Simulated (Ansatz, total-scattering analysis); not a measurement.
# TiO2: neutron diffraction with isotope substitution

Two samples of TiO2 (Ti 33.3, O 66.7 atom %; 2300 K, fixed volume (mean pressure -0.7 GPa); ρ₀ = 0.0724 Å⁻³) differ only in the isotope of Ti: 46Ti (b = 4.72 fm) and 48Ti (b = -5.86 fm). Other lengths: O 5.8037 fm. The data are simulated by ab initio molecular dynamics with Ansatz (PBE-D3(BJ), plane waves, PAW default files, Langevin thermostat, no spin, fixed volume), at a lowered cutoff of 330 eV. The average runs over 0.60 ps of 72 atoms, so shells between rare elements are rough. Mean temperature 2253 K, largest m.s.d. 0.75 Å², energy drift +33 meV an atom (last third less first, no steady trend), Langevin friction 10 ps⁻¹; the first quarter of the run is discarded. Start: last frame of a classical run of this cell at the same density and temperature. So short a stretch relaxes bonds and nearest shells but still remembers its start. It is a melt by its history, in a run too short to show flow. The partials come from the cell's reciprocal vectors below 4 Å⁻¹ and from g(r) above; absorption, incoherent and inelastic scattering are left out. F(Q) = Σ ci cj bi bj (Sij − 1), in barn per steradian and atom:

| Q (Å⁻¹) | 46Ti | 48Ti | difference |
| --- | --- | --- | --- |
| 0.9 | -0.241 | -0.331 | 0.089 |
| 1.2 | -0.218 | -0.325 | 0.106 |
| 1.5 | -0.185 | -0.312 | 0.128 |
| 1.8 | -0.082 | -0.213 | 0.131 |
| 2.1 | -0.135 | -0.020 | -0.115 |
| 2.4 | -0.071 | 0.476 | -0.547 |
| 2.7 | 0.011 | 0.393 | -0.381 |
| 3.0 | -0.012 | 0.039 | -0.051 |
| 3.3 | -0.004 | -0.091 | 0.087 |
| 3.6 | 0.004 | -0.131 | 0.134 |
| 3.9 | 0.027 | -0.108 | 0.135 |
| 4.2 | 0.051 | -0.081 | 0.132 |
| 4.5 | 0.054 | -0.057 | 0.111 |
| 4.8 | 0.035 | -0.006 | 0.041 |
| 5.1 | 0.007 | 0.040 | -0.033 |
| 5.4 | -0.021 | 0.056 | -0.078 |
| 5.7 | -0.042 | 0.051 | -0.093 |
| 6.0 | -0.046 | 0.035 | -0.081 |
| 6.3 | -0.033 | 0.014 | -0.047 |
| 6.6 | -0.011 | -0.004 | -0.006 |
| 6.9 | 0.012 | -0.016 | 0.028 |
| 7.2 | 0.028 | -0.021 | 0.049 |
| 7.5 | 0.031 | -0.021 | 0.052 |
| 7.8 | 0.022 | -0.019 | 0.040 |
| 8.1 | 0.008 | -0.014 | 0.022 |
| 8.4 | -0.002 | -0.005 | 0.003 |
| 8.7 | -0.009 | 0.007 | -0.016 |
| 9.0 | -0.013 | 0.016 | -0.029 |
| 9.3 | -0.014 | 0.018 | -0.032 |
| 9.6 | -0.012 | 0.014 | -0.026 |
| 9.9 | -0.006 | 0.008 | -0.014 |
| 10.2 | 0.002 | 0.001 | 0.001 |
| 10.5 | 0.007 | -0.006 | 0.012 |
| 10.8 | 0.008 | -0.010 | 0.018 |

The first difference in real space, ΔG(r), in barn (from the pair functions, so without the broadening of a finite Q range):

```
r (Å)  first difference G(r)
 1.22                 -0.260
 1.30                 -0.260
 1.38                 -0.260
 1.46                 -0.260
 1.54                 -0.247
 1.62                 -0.041
 1.70                  0.564
 1.78                  1.015
 1.86                  1.065
 1.94                  0.790
 2.02                  0.499
 2.10                  0.321
 2.18                  0.110
 2.26                 -0.010
 2.34                 -0.070
 2.42                 -0.111
 2.50                 -0.145
 2.58                 -0.173
 2.66                 -0.176
 2.74                 -0.180
 2.82                 -0.188
 2.90                 -0.183
 2.98                 -0.180
 3.06                 -0.176
 3.14                 -0.151
 3.22                 -0.147
 3.30                 -0.138
 3.38                 -0.120
 3.46                 -0.102
 3.54                 -0.077
 3.62                 -0.037
 3.70                  0.008
 3.78                  0.011
 3.86                  0.037
 3.94                  0.073
 4.02                  0.094
 4.10                  0.098
 4.18                  0.104
 4.26                  0.108
 4.34                  0.123
 4.42                  0.123
```

Q: What does the difference say of the neighbours of Ti?

Pairs without Ti cancel. ΔG(r) = Σ W [g(r) − 1] with W = 2 c(Ti) c(j) b(j) Δb, and c(Ti)² (b₁² − b₂²) for Ti–Ti: Ti–Ti -0.0134, Ti–O 0.2729 barn. At small r, ΔG → −ΣW = -0.259; in this finite cell the Ti–Ti term carries (N − 1)/N with N = 24 atoms of Ti, which gives -0.260.

The first feature, at 1.83 Å, is Ti–O. n = 4πρ₀ c(O)/W ∫ r² [ΔG − ΔG(0)] dr up to 2.74 Å gives 5.0 O around each Ti; the coordinates give 5.03 up to 2.74 Å.

Shells of Ti from the coordinates: Ti–O at 1.83 Å, 5.0 neighbours to 2.74 Å; Ti–Ti at 3.51 Å, 7.4 neighbours to 4.22 Å, a soft count (first peaks with a usable minimum only).

[Logs are printed without paths, hosts, clocks, repeated set-up lines and the standing remarks that a program may print on its own settings, such as how far it seeks lower states.]
